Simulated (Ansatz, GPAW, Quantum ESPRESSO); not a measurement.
**AlN: programs and potentials compared**

```
Al N
1.0
     0.00000    2.18399    2.18399
     2.18399    0.00000    2.18399
     2.18399    2.18399    0.00000
Al N
1 1
Direct
  0.00000 0.00000 0.00000
  0.25000 0.25000 0.25000
```

Measurements of this composition are mostly on another form, of space group No. 186.

Alike in all runs: task equation of state; functional PBE; dispersion D4; k mesh 10 × 10 × 10; occupations fermi-dirac, width 0.05 eV; no spin polarisation; no spin-orbit coupling.

```csv
program and potentials,plane-wave cutoff (eV),notes,equilibrium volume (Å³/atom),bulk modulus (GPa)
"Ansatz, Ansatz PAW",420,-,10.43,201.4
"GPAW, GPAW PAW data sets (gpaw-data 1.2.1)",800,-,10.50,199.8
"Quantum ESPRESSO, PseudoDojo 0.4.1 SR PBE standard",1143,-,?,?
```

Question: Estimate from the other rows what the run with Quantum ESPRESSO, PseudoDojo 0.4.1 SR PBE standard gave.

Answer: Equilibrium volume 10.40 Å³/atom; bulk modulus 201.3 GPa. The other rows, which needn't bracket it: equilibrium volume 10.43 to 10.50; bulk modulus 199.8 to 201.4.
